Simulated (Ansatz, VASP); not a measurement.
# Ga4O: VASP beside Ansatz

```
CELL_PARAMETERS angstrom
4.47201 0.00000 0.00000
0.00000 4.47201 0.00000
0.00000 0.00000 4.47201
ATOMIC_POSITIONS crystal
Ga 0.00000 0.50000 0.50000
Ga 0.50000 0.00000 0.50000
Ga 0.50000 0.50000 0.00000
Ga 0.00000 0.00000 0.00000
O 0.50000 0.50000 0.50000
```

Alike in both runs: functional PBE; k mesh 4 × 4 × 4; occupations gaussian, width 0.1 eV; no spin polarisation.

Ansatz relaxed the structure, and its values are those at the end. VASP's run is a single point on that final structure, the one shown.

|  | VASP | Ansatz |
| --- | --- | --- |
| version | VASP 6.6.1 | Ansatz 0.2.0 |
| potentials or method | VASP PAW PBE potentials, release 64 (Ga_d, O) | scalar-relativistic, plane waves, PAW |
| plane-wave cutoff (eV) | 520 | 420 |
| valence electrons in the cell | 58 | 58 |

VASP gave:

```
gap on the k mesh at the Fermi level (eV) : none
pressure (GPa)                            : 0.3
```

Question: Which values does Ansatz return?

Answer: gap on the k mesh at the Fermi level (eV): none; pressure (GPa): 0.2.

A gap of «none» marks a metal or a gap that the smearing closes.
